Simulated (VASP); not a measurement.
A calculation with VASP 6.6.1 of Ca (native input, structure from a POSCAR):

File INCAR:

```
SYSTEM = Ca
PREC = Accurate
ENCUT = 520
EDIFF = 1E-6
ISMEAR = 0
SIGMA = 0.05
LREAL = .False.
LASPH = .True.
NELM = 100
ALGO = Fast
ISIF = 2
LWAVE = .False.
LCHARG = .True.
GGA = CA
LELF = .True.
LVHAR = .True.
```

File KPOINTS:

```
Automatic mesh
0
Gamma
  8 8 4
  0 0 0
```

The input POSCAR:

```
Ca
1.0
    1.9712759950     -3.3954901800      0.0000000000
    1.9712759950      3.3954901800      0.0000000000
    0.0000000000      0.0000000000      6.5091117400
Ca
2
Cartesian
    1.9712759950      2.2789620097      4.8818338050
    1.9712759950     -2.2789620097      1.6272779350
```

Potentials or basis: VASP PAW LDA potentials, release 64 (Ca_sv).

Run with:

```bash
$ cat potpaw_LDA.64/Ca_sv/POTCAR > POTCAR
$ mpirun -np 1 vasp_std > vasp.out
```

This isn't the form of Ca at room conditions, which is fcc.

**Question.** Write the same calculation in another form: ASE script, structure from a POSCAR.

**Answer.** As run:

The input run.py:

```python
from ase.calculators.vasp import Vasp
from ase.dft.bandgap import bandgap
from ase.io import read

atoms = read('POSCAR')
calc = Vasp(
    directory='calc',
    xc='lda',
    pp='LDA',
    setups='recommended',
    prec='Accurate',
    encut=520,
    ediff=1e-06,
    ismear=0,
    sigma=0.05,
    lreal=False,
    lasph=True,
    nelm=80,
    algo='Normal',
    isif=2,
    lwave=False,
    lcharg=True,
    lelf=True,
    lvhar=True,
    kpts=[8, 8, 4],
    gamma=True,
    nbands=17,
)
atoms.calc = calc

print('energy (eV):', atoms.get_potential_energy())
print('free energy (eV):', atoms.get_potential_energy(force_consistent=True))
print('forces (eV/A):')
print(atoms.get_forces())
print('stress (eV/A^3, Voigt):', atoms.get_stress())
print('Fermi level (eV):', calc.get_fermi_level())
gap, top, bottom = bandgap(calc)
print('band gap (eV):', gap, 'from (spin, k, band)', top, 'to', bottom)
```

File POSCAR:

```
Ca
1.0
    1.9712759950     -3.3954901800      0.0000000000
    1.9712759950      3.3954901800      0.0000000000
    0.0000000000      0.0000000000      6.5091117400
Ca
2
Direct
    0.1644134000      0.8355866000      0.7500000000
    0.8355866000      0.1644134000      0.2500000000
```

Potentials or basis: VASP PAW LDA potentials, release 64 (Ca_sv).

Command:

```console
$ python run.py
```

Both were run:

|  | native input, structure from a POSCAR | ASE script, structure from a POSCAR |
| --- | --- | --- |
| Pressure | -2.1 GPa | -2.0 GPa |
| Largest force | 0.016 eV/Å | 0.016 eV/Å |
| Band gap on the k mesh | none (metal or under the smearing width) | none (metal or under the smearing width) |

Keys that steer only the numerical path or the files written may differ.
